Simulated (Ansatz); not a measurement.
# Calculated ¹¹⁹Sn Mössbauer parameters for SnS₂

Cell: a COD entry, ions relaxed with PBE at fixed cell.

```xyz
3
Lattice="3.6390 0.0000 0.0000 -1.8195 3.1515 0.0000 0.0000 0.0000 5.8680" Properties=species:S:1:pos:R:3 pbc="T T T"
Sn    0.0000    0.0000    0.0000
S     0.0000    2.1010    1.4879
S     1.8195    1.0505    4.3801
```

Sites (sets of like atoms) are named by element and the number of their first atom in this list.

All values are calculated (Ansatz; DFT, PBE, plane waves and PAW, scalar-relativistic, 420 eV cutoff, Γ-centred 9×9×5 k-points, Fermi–Dirac smearing 0.02 eV), not measured.

Isomer shifts (against SnO₂) follow from the electron density at the nucleus, δ = α(ρ − ρ₀), with α = 0.099 mm s⁻¹ a₀³ and ρ₀ = 183191.44 a₀⁻³ from a line fitted to 8 measured compounds at this level of theory (rms miss 0.12 mm/s). ΔE_Q = ½eQV_zz(1 + η²/3)^½ with Q = -0.132 b for the 23.9 keV state.

Q: What would the ¹¹⁹Sn spectrum's parameters be?

A: 

| site | atoms | first shell | ρ − ρ₀ (a₀⁻³) | δ (mm/s) | ΔE_Q (mm/s) | η |
| --- | --- | --- | --- | --- | --- | --- |
| Sn | 1 | 6 S at 2.57 Å | 10.7 | 1.06 | -0.05 | 0.00 |

The shift of Sn is between ionic Sn(IV) and covalent tin.

Without spin–orbit coupling (the program notes it for Sn) the gradients are little affected as a rule: paired runs on crystals with a gap mostly move them by under 2 % at such atoms.

The relaxation (3 steps) took 10 s of wall time (10 s of CPU time) and 0.41 GiB at its peak, on 1 thread of Arm Neoverse V1 (aarch64; 8 cores open to the job, memory cap 3.0 GiB, no GPU), a shared host with a load of 0.1 a core.
